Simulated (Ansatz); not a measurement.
A run of Ansatz 0.2.0 is set up as follows.

Contents of input.yaml:

```yaml
crystal:
  lattice: { a: 3.42817868, b: 3.42817868, c: 3.42817868, alpha: 90.0, beta: 90.0, gamma: 90.0 }
  space_group: 225
  setting: { hermann_mauguin: Fm-3m }
  reduce_to_primitive: true
  atoms:
    - { symbol: Ni, position: [0.0, 0.0, 0.0], spin: 1.0 }
kpoints:
  mp_grid: { grid: [13, 13, 13] }
scf:
  occupations: { method: tetrahedron }
hamiltonian:
  xc: { exchange: b88, correlation: pbe }
  pseudopotentials:
    kind: all_electron
    lapw: { basis_error: 0.002, muffin_tin_radii: { Ni: 1.176 } }
magnetization:
  spin_polarized: true
  spin_locking: { lock_spins: true }
output:
  eigenvalues: true
  optics:
    e_range: [0, 14]
    de: 0.1
    sigma: 0.15
    nscf_kmesh: { grid: [19, 19, 19] }
```

Potentials or basis: all-electron LAPW, scalar-relativistic.

The run is started by

```sh
$ ansatz run input.yaml --threads 2 --pin off --max-ram 5120MiB --backend cpu --events-out ev --progress --plain --runs-dir out
```

(1) What does it give for the band gap on the k mesh?

Answers

(1) none (metal or under the smearing width).

Caveat: local fields are left out; each atom's moment is held at its typed value, so this isn't a free magnetic state.
